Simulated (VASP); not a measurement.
# Br (Immm) in VASP: electric field gradients with r2SCAN

Aim: the electric field gradients of Br with r2SCAN.

Everything below comes from runs of VASP 6.6.1. Logs are shortened: lines on timing, memory, paths and dates and some standing lists are left out, and cuts for length are marked.

## Step 1: The structure

It takes space group Immm (No. 71, orthorhombic). Conventional cell: a = 2.574 Å, b = 3.440 Å, c = 7.156 Å, α = 90.00°, β = 90.00°, γ = 90.00°. Around Br (site symmetry mmm) lie 2 Br at 2.57 Å.

## Step 2: Electric field gradients, r2SCAN

INCAR

```
SYSTEM = Br
PREC = Accurate
ENCUT = 520
EDIFF = 1E-7
ISMEAR = -1
SIGMA = 0.05
LREAL = .FALSE.
LASPH = .TRUE.
NELM = 60
ALGO = Normal
ISIF = 2
LWAVE = .FALSE.
LCHARG = .FALSE.
METAGGA = R2SCAN
LMIXTAU = .TRUE.
LEFG = .TRUE.
```

KPOINTS

```
Automatic mesh
0
G
  16 16 16
  0 0 0
```

POSCAR

```
Br
1.0
   -1.2867684050      1.7199972000      3.5779911600
    1.2867684050     -1.7199972000      3.5779911600
    1.2867684050      1.7199972000     -3.5779911600
Br
1
Direct
    0.0000000000      0.0000000000      0.0000000000
```

Potentials or basis: VASP PAW PBE potentials, release 64 (Br).

Run with:

```console
$ cat potpaw_PBE.64/Br/POTCAR > POTCAR
$ mpirun -np 1 vasp_std > vasp.out
```

OUTCAR:

```text
SYSTEM = Br
   PREC = Accurate
   ENCUT = 520
   EDIFF = 1E-7
   ISMEAR = -1
   LREAL = .FALSE.
   LASPH = .TRUE.
   NELM = 60
   ISIF = 2
   METAGGA = R2SCAN

 ion  position               nearest neighbor table
   1  0.000  0.000  0.000-

  LATTYP: Found a body centered orthorhombic cell.
 ALAT       =     2.5735368100
 B/A-ratio  =     1.3366796957
 C/A-ratio  =     2.7806022794

  Lattice vectors:

 A1 = (  -1.2867684050,   1.7199972000,   3.5779911600)
 A2 = (   1.2867684050,  -1.7199972000,   3.5779911600)
 A3 = (   1.2867684050,   1.7199972000,  -3.5779911600)

Analysis of symmetry for initial positions (statically):
=====================================================================
 Subroutine PRICEL returns:
 Original cell was already a primitive cell.

 Routine SETGRP: Setting up the symmetry group for a
 body centered orthorhombic supercell.

 Subroutine GETGRP returns: Found  8 space group operations
 (whereof  8 operations were pure point group operations)
 out of a pool of  8 trial point group operations.

The static configuration has the point symmetry D_2h.

Analysis of symmetry for dynamics (positions and initial velocities):
=====================================================================
 Subroutine PRICEL returns:
 Original cell was already a primitive cell.

 Routine SETGRP: Setting up the symmetry group for a
 body centered orthorhombic supercell.

 Subroutine GETGRP returns: Found  8 space group operations
 (whereof  8 operations were pure point group operations)
 out of a pool of  8 trial point group operations.

The dynamic configuration has the point symmetry D_2h.

 Subroutine INISYM returns: Found  8 space group operations
 (whereof  8 operations are pure point group operations),
 and found     1 'primitive' translations

----------------------------------------------------------------------------------------

                                     Primitive cell

  volume of cell :      31.6758

  direct lattice vectors                    reciprocal lattice vectors
    -1.286768405  1.719997200  3.577991160     0.000000000  0.290698148  0.139743218
     1.286768405 -1.719997200  3.577991160     0.388570312  0.000000000  0.139743218
     1.286768405  1.719997200 -3.577991160     0.388570312  0.290698148  0.000000000

  length of vectors
     4.173270185  4.173270185  4.173270185     0.322542370  0.412934685  0.485275489

  position of ions in fractional coordinates (direct lattice)
     0.000000000  0.000000000  0.000000000

  ion indices of the primitive-cell ions
   primitive index   ion index
                 1           1

----------------------------------------------------------------------------------------

 KPOINTS: Automatic mesh

Automatic generation of k-mesh.
 Grid dimensions read from file:
 generate k-points for:   16   16   16

 Generating k-lattice:

  Cartesian coordinates                     Fractional coordinates (reciprocal lattice)
     0.000000000  0.018168634  0.008733951     0.062500000  0.000000000  0.000000000
     0.024285644  0.000000000  0.008733951     0.000000000  0.062500000 -0.000000000
     0.024285644  0.018168634  0.000000000     0.000000000 -0.000000000  0.062500000

  Length of vectors
     0.020158898  0.025808418  0.030329718

  Shift w.r.t. Gamma in fractional coordinates (k-lattice)
     0.000000000  0.000000000  0.000000000

 Subroutine IBZKPT returns following result:
 ===========================================

 Found    621 irreducible k-points:

 Following reciprocal coordinates:
            Coordinates               Weight
  0.000000  0.000000  0.000000      1.000000
  0.062500  0.000000 -0.000000      4.000000
  0.125000  0.000000 -0.000000      4.000000
  0.187500  0.000000 -0.000000      4.000000
  0.250000  0.000000 -0.000000      4.000000
  0.312500  0.000000  0.000000      4.000000
[... 16 lines left out ...]
 -0.187500  0.062500  0.000000      8.000000
 -0.125000  0.062500  0.000000      8.000000
 [... further k-points ...]
   k-points           NKPTS =    621   k-points in BZ     NKDIM =    621   number of bands    NBANDS=      7
   number of dos      NEDOS =    301   number of ions     NIONS =      1
   total plane-waves  NPLWV =  32768
   dimension x,y,z NGX =    32 NGY =   32 NGZ =   32
   dimension x,y,z NGXF=    64 NGYF=   64 NGZF=   64
   ions per type =               1
   NGX,Y,Z   is equivalent  to a cutoff of  12.75, 12.75, 12.75 a.u.
   NGXF,Y,Z  is equivalent  to a cutoff of  25.49, 25.49, 25.49 a.u.
 SYSTEM =  Br
   PREC   = accura    normal or accurate (medium, high low for compatibility)
   ISTART =      0    job   : 0-new  1-cont  2-samecut
   ICHARG =      2    charge: 1-file 2-atom 10-const
   ISPIN  =      1    spin polarized calculation?
   LNONCOLLINEAR =      F non collinear calculations
   LSORBIT =      F    spin-orbit coupling
   LASPH  =      T    aspherical Exc in radial PAW
   ENCUT  =  520.0 eV  38.22 Ry    6.18 a.u.   7.76  7.76  7.76*2*pi/ulx,y,z
   NELM   =     60;   NELMIN=  2; NELMDL= -5     # of ELM steps
   EDIFF  = 0.1E-06   stopping-criterion for ELM
   LREAL  =      F    real-space projection
   EDIFFG = 0.1E-05   stopping-criterion for IOM
   NSW    =      0    number of steps for IOM
   IBRION =     -1    ionic relax: 0-MD 1-quasi-New 2-CG
   NFREE  =      0    steps in history (QN), initial steepest desc. (CG)
   ISIF   =      2    stress and relaxation
   ISYM   =      2    0-nonsym 1-usesym 2-fastsym
   POTIM  = 0.5000    time-step for ionic-motion
   TEBEG  =    0.0;   TEEND  =   0.0 temperature during run
   PSTRESS=    0.0 pullay stress
   NELECT =       7.0000    total number of electrons
   NUPDOWN=      -1.0000    fix difference up-down
   EMIN   =  10.00;   EMAX   =-10.00  energy-range for DOS
   EFERMI =   0.00;   METHOD = LEGACY
   ISMEAR =    -1;   SIGMA  =   0.05  broadening in eV -4-tet -1-fermi 0-gaus
   EFERMI_NEDOS =   21; number of points for ismear=-14 and -15
   IALGO  =     38    algorithm
   IMIX   =      4    mixing-type and parameters
     AMIX     =   0.40;   BMIX     =  1.00
     AMIX_MAG =   1.60;   BMIX_MAG =  1.00
  volume/ion in A,a.u.               =      31.68       213.76
  Fermi-wavevector in a.u.,A,eV,Ry     =   0.989764  1.870383 13.328717  0.979633
  Thomas-Fermi vector in A             =   2.121386
   LORBIT       =      0    0 simple, 1 ext, 2 COOP (PROOUT), +10 PAW based schemes
   METAGGA = R2SCAN    functional components
   LHFCALC =     F    Hartree Fock is set to
   AEXX    =    0.0000 exact exchange contribution
   IVDW    =     0    specifies the selected vdW correction
   LEPSILON=     F    determine dielectric tensor
   LRPA    =     F    only Hartree local field effects (RPA)
 non-spin polarized calculation
  energy-cutoff  :      520.00
  volume of cell :       31.68
 maximum number of plane-waves:       873
   NGX = 15   NGY = 15   NGZ = 15

 number of electron       6.9999999 magnetization

 Free energy of the ion-electron system (eV)
  ---------------------------------------------------
  ext. energy  EPLUGINS =         0.00000000
  ---------------------------------------------------
  free energy    TOTEN  =       -13.10673620 eV

  energy without entropy =      -13.10039112  energy(sigma->0) =      -13.10356366

 E-fermi :  -0.1014     XC(G=0):  -8.6341

 val. band max:       -0.1050582341   @ k =  -0.2500  -0.3125   0.1250
 cond. band min:      -0.0925285989   @ k =  -0.3750  -0.3750   0.1875
 fundamental gap:      0.0125296352
 Fermi energy:        -0.1014092522

 k-point     1 :       0.0000    0.0000    0.0000
  band No.  band energies     occupation
      1     -16.5806      2.00000
      2      -2.1598      2.00000
      3      -1.3764      2.00000
      4       4.0341      0.00000
      5       5.8423      0.00000
      6       9.8476      0.00000
      7      12.6302      0.00000

 k-point     2 :       0.0625    0.0000   -0.0000
  band No.  band energies     occupation
      1     -16.5635      2.00000
      2      -2.1834      2.00000
      3      -1.5307      2.00000
      4       4.0399      0.00000
      5       6.0229      0.00000
      6       9.9996      0.00000
      7      12.1269      0.00000

 k-point     3 :       0.1250    0.0000   -0.0000
  band No.  band energies     occupation
      1     -16.5141      2.00000
      2      -2.2731      2.00000
      3      -1.9104      2.00000
      4       4.0565      0.00000
      5       6.4883      0.00000
      6      10.3442      0.00000
      7      11.4299      0.00000

 k-point     4 :       0.1875    0.0000   -0.0000
  band No.  band energies     occupation
      1     -16.4385      2.00000
      2      -2.6108      2.00000
      3      -2.1986      2.00000
      4       4.0816      0.00000
      5       7.0449      0.00000
      6      10.2413      0.00000
      7      11.6846      0.00000

 k-point     5 :       0.2500    0.0000   -0.0000
  band No.  band energies     occupation
      1     -16.3465      2.00000
      2      -3.1552      2.00000
      3      -2.3111      2.00000
      4       4.1116      0.00000
      5       7.3997      0.00000
      6      10.1343      0.00000
      7      12.6887      0.00000

 k-point     6 :       0.3125    0.0000    0.0000
  band No.  band energies     occupation
      1     -16.2513      2.00000
      2      -3.6695      2.00000
      3      -2.3920      2.00000
      4       4.1419      0.00000
      5       7.3614      0.00000
      6      10.6200      0.00000
      7      13.7517      0.00000

 k-point     7 :       0.3750    0.0000   -0.0000
  band No.  band energies     occupation
      1     -16.1677      2.00000
      2      -4.0772      2.00000
      3      -2.4532      2.00000
      4       4.1680      0.00000
      5       7.1409      0.00000
      6      11.5102      0.00000
      7      13.9083      0.00000
[... 121 lines left out ...]
 k-point    20 :      -0.3750    0.0625    0.0000
  band No.  band energies     occupation
      1     -16.0992      2.00000
      2      -3.9775      2.00000
      3      -2.3461      2.00000
      4       3.5150      0.00000
      5       7.2912      0.00000
      6      11.0278      0.00000
      7      14.6940      0.00000

 k-point    21 :      -0.3125    0.0625    0.0000
  band No.  band energies     occupation
      1     -16.1844      2.00000
      2      -3.5603      2.00000
      3      -2.2729      2.00000
      4       3.4869      0.00000
      5       7.4941      0.00000
      6      10.2286      0.00000
      7      13.9719      0.00000

 k-point    22 :      -0.2500    0.0625    0.0000
  band No.  band energies     occupation
      1     -16.2796      2.00000
      2      -3.0358      2.00000
      3      -2.1951      2.00000
      4       3.4532      0.00000
      5       7.4382      0.00000
      6       9.9540      0.00000
      7      12.7097      0.00000

 k-point    23 :      -0.1875    0.0625    0.0000
  band No.  band energies     occupation
      1     -16.3700      2.00000
      2      -2.4685      2.00000
      3      -2.1159      2.00000
      4       3.4189      0.00000
      5       7.0026      0.00000
      6      10.3244      0.00000
      7      11.6208      0.00000

 k-point    24 :      -0.1250    0.0625    0.0000
  band No.  band energies     occupation
      1     -16.4429      2.00000
      2      -2.1271      2.00000
      3      -1.8601      2.00000
      4       3.3892      0.00000
      5       6.4653      0.00000
      6      10.5740      0.00000
      7      11.3154      0.00000

 [... further k-points ...]

------------------------ aborting loop because EDIFF is reached ----------------------------------------

  FORCE on cell =-STRESS in cart. coord.  units (eV):
  Direction    XX          YY          ZZ          XY          YZ          ZX
  --------------------------------------------------------------------------------------
  -------------------------------------------------------------------------------------
  Total       -0.2076743      0.2143677     -0.0090683      0.0000000      0.0000000      0.0000000
  in kB      -10.5042711     10.8428265     -0.4586776      0.0000000      0.0000000      0.0000000
  external PRESSURE =      -0.0400407 kB  Pullay stress =       0.0000000 kB

 VOLUME and BASIS-vectors are now :
 -----------------------------------------------------------------------------
  energy-cutoff  :      520.00
  volume of cell :       31.68
      direct lattice vectors                 reciprocal lattice vectors
    -1.286768405  1.719997200  3.577991160     0.000000000  0.290698148  0.139743218
     1.286768405 -1.719997200  3.577991160     0.388570312  0.000000000  0.139743218
     1.286768405  1.719997200 -3.577991160     0.388570312  0.290698148  0.000000000

 POSITION                                       TOTAL-FORCE (eV/Angst)
 -----------------------------------------------------------------------------------
      0.00000      0.00000      0.00000         0.000000      0.000000      0.000000
 -----------------------------------------------------------------------------------
    total drift:                                0.000000      0.000000      0.000000

  FREE ENERGIE OF THE ION-ELECTRON SYSTEM (eV)
  ---------------------------------------------------
  free  energy   TOTEN  =       -13.1067361983 eV

  energy  without entropy=      -13.1003911232  energy(sigma->0) =      -13.10356366

 Electric field gradients (V/A^2)
---------------------------------------------------------------------
 ion       V_xx      V_yy      V_zz      V_xy      V_xz      V_yz
---------------------------------------------------------------------
   1     826.505  -252.171  -574.334    -0.001    -0.000    -0.001
---------------------------------------------------------------------

 Electric field gradients after diagonalization (V/A^2)
 (convention: |V_zz| > |V_xx| > |V_yy|)
----------------------------------------------------------------------
 ion       V_xx      V_yy      V_zz     asymmetry (V_yy - V_xx)/ V_zz
----------------------------------------------------------------------
   1    -574.334  -252.171   826.505       0.390
----------------------------------------------------------------------

           NMR quadrupolar parameters

 Cq : quadrupolar parameter    Cq=e*Q*V_zz/h
 eta: asymmetry parameters     (V_yy - V_xx)/ V_zz
 Q  : nuclear electric quadrupole moment in mb (millibarn)
----------------------------------------------------------------------
 ion       Cq(MHz)       eta       Q (mb)
----------------------------------------------------------------------
   1       1.998       0.390       1.000
----------------------------------------------------------------------
```

Wall time 8.8 min (1 thread of Intel Xeon Platinum 8488C (Sapphire Rapids), shared host); peak memory 0.3 GiB.

What came out:

- Free energy: -13.1067 eV
- Pressure: 0.0 GPa
- Band gap on the k mesh: none (metal or under the smearing width)

Stress tensor (GPa, compression positive):
```
-1.05  0.00  0.00
 0.00  1.08  0.00
 0.00  0.00 -0.05
```

Electric field gradients, principal values (V/Å²):
| atom | Vxx | Vyy | Vzz |
| --- | --- | --- | --- |
| 1 Br | -252.171 | -574.334 | 826.505 |

Caveat: the PAW data sets were made with another functional, which shifts forces and pressure a little; an odd number of electrons without spin polarisation forces a metal; a magnetic or distorted state may lie lower.
